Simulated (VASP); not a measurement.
SiC (Moissanite 3C): relaxation of cell and atoms with PBE+D3(BJ)

SiC (Moissanite 3C):

```
CELL_PARAMETERS angstrom
0.00000 2.17900 2.17900
2.17900 0.00000 2.17900
2.17900 2.17900 0.00000
ATOMIC_POSITIONS crystal
Si 0.00000 0.00000 0.00000
C 0.25000 0.25000 0.25000
```

| Quantity | Value |
| --- | --- |
| Program | VASP 6.6.1 |
| Task | relaxation of cell and atoms |
| Functional | PBE |
| Dispersion | D3(BJ) |
| Potentials or basis | VASP PAW PBE potentials, release 64 (Si, C) |
| Cutoff | 600 eV |
| k mesh | 10 × 10 × 10 |
| Occupations | gaussian, width 0.03 eV |
| Spin | no spin polarisation |
| Further INCAR settings | ALGO = Normal; EDIFF = 1e-06; IBRION = 2; EDIFFG = -0.01; NSW = 90; ISIF = 3 |

* Relaxed volume: 10.27 Å³/atom
* Relaxed cell: a = 3.074 Å, b = 3.074 Å, c = 3.074 Å, α = 60.00°, β = 60.00°, γ = 60.00°
* Space group after relaxing (to 0.05 Å): F-43m (No. 216)
* Energy gained by relaxing: 0.4 meV/atom
* Ionic steps: 3
* Pressure after relaxing: 0.0 GPa
* Band gap on the k mesh: 1.35 eV, indirect (least direct gap 4.55 eV)
* Dispersion energy per atom: -0.303 eV

Step by step:
```
step  energy change (eV)  largest force (eV/Å)  pressure (GPa)  volume (Å³)
   1              0.0000                0.0000           -1.58        20.69
   2              0.0000                0.0000            1.69        20.39
   3             -0.0008                0.0000            0.01        20.54
```

Final structure:
```yaml
crystal:
  lattice:
    - [0.00000, 2.17365, 2.17365]
    - [2.17365, 0.00000, 2.17365]
    - [2.17365, 2.17365, 0.00000]
  atoms:
    - { symbol: Si, position: [0.00000, 0.00000, 0.00000] }
    - { symbol: C, position: [0.25000, 0.25000, 0.25000] }
```

Levels at points of the mesh, in eV from the valence-band top:
| k point | band 1 | band 2 | band 3 | band 4 | band 5 | band 6 | band 7 | band 8 |
| --- | --- | --- | --- | --- | --- | --- | --- | --- |
| (0.00, 0.00, 0.00) | -15.46 | 0.00 | 0.00 | 0.00 | 6.32 | 7.36 | 7.36 | 7.36 |
| (0.50, 0.00, 0.00) | -11.87 | -8.57 | -1.05 | -1.05 | 5.50 | 7.26 | 7.26 | 10.10 |
| (0.50, 0.50, 0.00) | -10.41 | -7.82 | -3.20 | -3.20 | 1.35 | 4.35 | 14.12 | 14.12 |

It took 14 s on 1 thread of AMD EPYC 9R45 (Zen 5), on a shared host, peak memory 0.13 GiB.

A k mesh can miss the band edges.
